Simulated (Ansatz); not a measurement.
# Rh (Fm-3m) in Ansatz: settings compared

Aim: see how the results for Rh move with the level of theory and the settings. Levels: PBEsol0, HSEsol. Tasks: relaxation of cell and atoms.

Everything below comes from runs of Ansatz 0.2.0. Logs are shortened: lines on timing, memory, paths and dates and some standing lists are left out, and cuts for length are marked.

**1. The structure**

It takes space group Fm-3m (No. 225, cubic). The conventional cell has a = 3.796 Å, b = 3.796 Å, c = 3.796 Å, α = 90.00°, β = 90.00°, γ = 90.00°. Rh (site symmetry m-3m) has 12 Rh at 2.68 Å as nearest neighbours.

**2. Relaxation of cell and atoms, PBEsol0**

Input file input.yaml:

```yaml
crystal:
  lattice:
    - [0.0, 1.89785, 1.89785]
    - [1.89785, 0.0, 1.89785]
    - [1.89785, 1.89785, 0.0]
  atoms:
    - { symbol: Rh, position: [0.0, 0.0, 0.0] }
hamiltonian:
  xc: { exchange: pbesol, correlation: pbesol, exx: { coeff: 0.25 } }
  pseudopotentials: { kind: paw }
kpoints:
  mp_grid: { grid: [6, 6, 6] }
scf:
  occupations: { method: fermi_dirac, width: 0.05 }
output:
  forces: true
  stress: true
relax:
  f_tol: 0.01
  max_steps: 40
  cell: { stress_tol: 0.05 }
```

Potentials or basis: Ansatz PAW.

On the command line:

```
> ansatz run input.yaml --threads 2 --pin off --max-ram 5632MiB --backend cpu --events-out ev --progress --plain --runs-dir out
```

Log:

```text
Warning: RAYON_NUM_THREADS=2 ignored (pool sized by the plan → 2); use --threads N
Engine: ansatz 0.2.0, aarch64-unknown-linux-gnu
Pseudopotentials: kind: paw
Pseudopotential: Rh, paw, valence charge 17, recommended cutoff 420 eV (normal), Rh.paw.azcp
Functional definition: unnamed
  parameter a_1 = 0.25
  exchange = (1 - a_1)*pbe_x(mu = 0.12345679012345678) + a_1*exact_x
  correlation = pbe_c(beta = 0.046)
Crystal: 1 atoms, lattice volume = 13.671 Å³
Basis set: ecut = 420 eV, 283 PW (Γ), exchange–correlation on 36×36×36 points (8 copies of the dense FFT grid, shifted against one another)
Bands: 13, of which v1, the nominal top of the filled ones, is band 9 counted from 1 (8 counted from 0)
Symmetry: 48 space group operations
Space group: Fm-3m (ITA 225), of the structure as read, at distance tolerance 2.4e-5 Å
k-points: 16 of 216
Non-local potential: Rh, projectors of the file, l = 0: 3, l = 1: 2, l = 2: 2, l = 3: 1
PAW form: soft (Blöchl's): semilocal exchange-correlation on the pseudo side does not see the compensation charge
PAW frozen core: Rh, regenerated for the run's functional, and the local potential with it (the file was generated under x = pbe(κ = 0.804, μ = 0.2195149727645171), c = pbe(β = 0.06672455060314922))
PAW one-centre angular grid: Rh, 590 points (default); XC on 64 Gauss nodes
Initial density: superposition of atomic densities (neutral atoms: chi_scale 0, normalization atom), corrected by the library's trained network
Initial wavefunctions: pseudopotential atomic-orbital guess
Functional: x = pbesol(κ = 0.804, μ = 0.12345679012345678), c = pbesol(β = 0.046), warm-up for x = 0.75 pbesol(κ = 0.804, μ = 0.12345679012345678) + 0.25 exact, c = pbesol(β = 0.046)
SCF iter   1: F=—  HF=-6338.676411 eV  |F-HF|=—  |Δ(HF+E_count)|=         —  Δρ=1.56e-2  dr2=1.89e-2  ethr=1.77e-3  ⟨swp⟩=7.0  Hψ=869  notcnv=0
preconditioner: auto → none  [metal: Δε(μ)=0.047 eV  Ē_g=13.984 eV  σ=0.050 eV  W_gap=0.23  n_scr=0 (ndim 8)  ℏωp=30.1 eV  f_vac=0.000  D(μ)=1.99/eV (n_scr^D=26)]
SCF iter   2: F=—  HF=-6338.671293 eV  |F-HF|=—  |Δ(HF+E_count)|=   5.12e-3  Δρ=6.24e-3  dr2=2.21e-3  ethr=1.11e-4  ⟨swp⟩=3.1  Hψ=503  notcnv=0  defer=1
iter 3 solved again at ethr=1.21e-6 eV; its pass at ethr=1.30e-5 eV (dr2=2.06e-4 eV) is discarded
SCF iter   3: F=—  HF=-6338.670659 eV  |F-HF|=—  |Δ(HF+E_count)|=   6.33e-4  Δρ=3.01e-3  dr2=2.04e-4  ethr=1.21e-6  ⟨swp⟩=2.0  Hψ=770  notcnv=0
SCF iter   4: F=—  HF=-6338.670594 eV  |F-HF|=—  |Δ(HF+E_count)|=   6.55e-5  Δρ=1.70e-4  dr2=6.89e-7  ethr=1.20e-6  ⟨swp⟩=2.0  Hψ=350  notcnv=0
SCF iter   5: F=—  HF=-6338.670594 eV  |F-HF|=—  |Δ(HF+E_count)|=   1.50e-7  Δρ=3.89e-5  dr2=4.41e-8  ethr=4.05e-9  ⟨swp⟩=3.2  Hψ=447  notcnv=0
SCF iter   6: F=—  HF=-6338.670594 eV  |F-HF|=—  |Δ(HF+E_count)|=   1.18e-8  Δρ=7.41e-6  dr2=4.99e-9  ethr=2.59e-10  ⟨swp⟩=2.1  Hψ=351  notcnv=0
SCF iter   7: F=—  HF=-6338.670594 eV  |F-HF|=—  |Δ(HF+E_count)|=   1.34e-9  Δρ=1.80e-6  dr2=9.57e-11  ethr=2.93e-11  ⟨swp⟩=3.0  Hψ=426  notcnv=0
SCF iter   8: F=-6338.670594 eV  HF=-6338.670594 eV  |F-HF|=5.46e-12  |Δ(HF+E_count)|=  2.18e-11  Δρ=5.67e-7  dr2=9.53e-12  ethr=1.00e-12  ⟨swp⟩=2.4  Hψ=359  notcnv=0
SCF 1 converged in 8 iterations: F = -6338.670594 eV  dr2 = 9.53e-12
[... 210 lines left out ...]
SCF 20 converged in 2 iterations: F = -6357.941219 eV  dr2 = 1.82e-12
  Residual-converged pass: ⟨swp⟩=4.0  Hψ=557  notcnv=0  max |occ|·‖R‖ = 6.9e-9 eV (tolerance 1.0e-8 eV)  dr2=1.79e-12  dr2_onsite=1.19e-13  max |Δocc| = 9.7e-16
hybrid outer 2: dexx = +7.731e-12 eV, tail = 4.14e-12 eV, Δε = 1.56e-5 eV (about 1.03e-6 eV left of the loop's levels)
relax step   6: F+E_penalty+E_count = -6357.94121871 eV  Δ(F+E_penalty+E_count) = +2.744e-4 eV  max|allowed force component| = 0.000e0 eV/Å  Δτ_max = 0.0000 Å  P = -0.003 GPa  Ω = 13.182 Å³  stress off target by 3.29e-3 GPa  SCF on the basis re-selected at this cell (its energy is not comparable with the rows above)  (10 SCF iters)
basis re-selected at this cell: Δ(F+E_penalty+E_count) = +2.744e-4 eV, ΔP = -0.004 GPa vs the last step (what re-selecting the basis moved, of the pressure what is left beyond the Pulay correction that the steps carried, after the strain that the cell walked since its last selection, with what the two solves' SCF thresholds leave and, on support functions, any second-order correction that the steps lacked; it is no measure of the basis error at this ecutwfc). This SCF's stress stands 3.29e-3 GPa from its target on what of the cell is left free (relax.cell.stress_tol is 5.00e-2 GPa) and its largest allowed force component is 0.00e0 eV/Å (relax.f_tol is 1.00e-2 eV/Å): within both
hybrid SCF converged: 2 outer / 10 inner (+0 warm-up), last move |dexx| = 7.73e-12 eV, tail = 4.14e-12 eV
Stability not checked: this state was not tested for a lower state beside it, because the functional holds exact exchange (a hybrid, or Hartree-Fock), whose exchange loop this test does not read (fock_operator; see scf.lower_state_search)
Free energy (F): -6357.941219 eV
Frozen-core exchange: fock
Harris-Foulkes:  -6357.941219 eV  (|F-HF|=1.82e-12)
Internal energy: -6357.934759 eV  (E = F + TS)
E sigma→0 (E₀):  -6357.937989 eV
Entropy (-TS):   -0.006460 eV (-6.460 meV/atom)
Fermi energy:    22.963320 eV
--- Per-component energies (eV) ---
  E_band       = -116.014299
  E_kinetic    = 575.428485
  E_local      = -1510.688878  (includes V_loc(G=0)·N_el)
  E_nonlocal   = 355.332436
  E_hartree    = 530.379477
  E_xc         = -170.925209
  E_vxc        = -214.963130  (∫ρ·V_xc dr)
  E_exx        = -69.073140  (= α·E_x^exact, valence–valence)
  E_paw        = -3524.003990  (= ΣΔE_a)
  E_vpaw       = -243.736647  (= ΣTr[D̂ρ^β])
  E_aug_tail   = 0.000784  (compensation charges beyond the density's cutoff)
  E_ewald      = -2544.073856
  E_core_change = -0.310868  (= ΣΔE_core)
  E_smearing   = -0.006460  (= −TS)
  E_closure    = -0.000000  (closes the sum)
  Σ components = -6357.941219   (vs F -6357.941219, Δ=-9.09e-13)
--- Forces (eV/Å), atoms counted from 1 ---
  atom   1  Rh     0.00000000    -0.00000000    -0.00000000
  max |Σ_I F_I| component: 1.71e-30 eV/Å
--- Stress (GPa, compression-positive) ---
       -0.003291      -0.000000      -0.000000
       -0.000000      -0.003291      -0.000000
       -0.000000      -0.000000      -0.003291
  P = ⅓ Tr σ = -0.0033 GPa (-0.033 kbar)
--- Band table (eV; the first three rows and the last of 16) ---
  k-point 0: bands = ["-60.8614", "-26.7999", "-26.7999", "-26.7999", "13.5328", "18.7223", "18.7223", "18.7223", "21.0393", "21.0393", "40.3089"]
  k-point 1: bands = ["-60.8221", "-27.0535", "-26.8349", "-26.8349", "14.6986", "18.4214", "19.1192", "19.1192", "21.0611", "21.0611", "41.8104"]
  k-point 2: bands = ["-60.7426", "-27.5518", "-26.9052", "-26.9052", "15.5294", "18.8417", "18.8417", "20.5325", "22.4471", "22.4471", "37.5413"]
  k-point 15: bands = ["-60.6518", "-27.5975", "-27.3142", "-27.1753", "15.8608", "16.5301", "19.9806", "21.5642", "24.7723", "31.9481", "36.5655"]
  guard bands above this table: 2 of the run's 13 bands. The solve was not asked for them (output.publish_guard_bands: true or output.eigenvalues: true publishes all)
--- Relaxed structure (5 steps of the walk, 5 accepted, 1 SCFs on fresh bases) ---
  F+E_penalty+E_count = -6357.94121871 eV   max|allowed force component| = 0.000e0 eV/Å   (the final SCF, on the basis selected at the relaxed cell)
  cell:  # Å, volume = 13.1822 Å³
    - [1.2738430082239067e-35, 1.8749349799120074, 1.8749349799120074]
    - [1.8749349799120074, -1.1846739976482246e-33, 1.8749349799120074]
    - [1.8749349799120074, 1.8749349799120074, 5.859677837829928e-34]
  atoms:
    - { symbol: Rh, position: [0.0, 0.0, 0.0] }
```

Wall time 24 s (2 threads of Arm Neoverse V1, shared host); peak memory 0.53 GiB.

Results:

```yaml
Free_energy: -6357.9412 eV
Relaxed_volume: 13.18 Å³/atom
Relaxed_cell: a = 2.652 Å, b = 2.652 Å, c = 2.652 Å, α = 60.00°, β = 60.00°, γ = 60.00°
Space_group_after_relaxing_to_0.05_Å: Fm-3m (No. 225)
Energy_gained_by_relaxing: 17.0 meV/atom
Ionic_steps: 6
Pressure_after_relaxing: 0.0 GPa
Band_gap_on_the_k_mesh: none (metal or under the smearing width)
```

The path:
```csv
step,energy change (eV),largest force (eV/Å),volume (Å³)
1,0.0000,0.0000,13.67
2,-0.0028,0.0000,12.76
3,-0.0172,0.0000,13.21
4,-0.0173,0.0000,13.18
5,-0.0173,0.0000,13.18
6,-0.0170,0.0000,13.18
```

Final structure:
```
Rh
1.0
     0.00000    1.87493    1.87493
     1.87493    0.00000    1.87493
     1.87493    1.87493    0.00000
Rh
1
Cartesian
  0.0000 0.0000 0.0000
```

Levels at points of the mesh, in eV from the Fermi level:
| k point | band 4 | band 5 | band 6 | band 7 | band 8 | band 9 | band 10 | band 11 |
| --- | --- | --- | --- | --- | --- | --- | --- | --- |
| (0.00, 0.00, 0.00) | -49.76 | -9.43 | -4.24 | -4.24 | -4.24 | -1.92 | -1.92 | 17.35 |
| (0.00, 0.00, -0.50) | -49.90 | -7.72 | -4.46 | -4.46 | 1.08 | 1.08 | 1.23 | 10.83 |
| (0.00, -0.50, -0.50) | -50.14 | -8.14 | -7.63 | 0.71 | 1.72 | 1.72 | 4.15 | 14.65 |

Caveat: the k mesh is coarse (spacing up to 0.48 Å⁻¹), so the values aren't converged, least of all with exact exchange; the plane-wave basis is chosen anew once the cell has moved, so the energies of steps on either side of that aren't comparable; the PAW data sets come from PBE, with cores solved anew for the run's functional, which leaves a small shift of forces and pressure.

(Continued in part 2 of 2.)
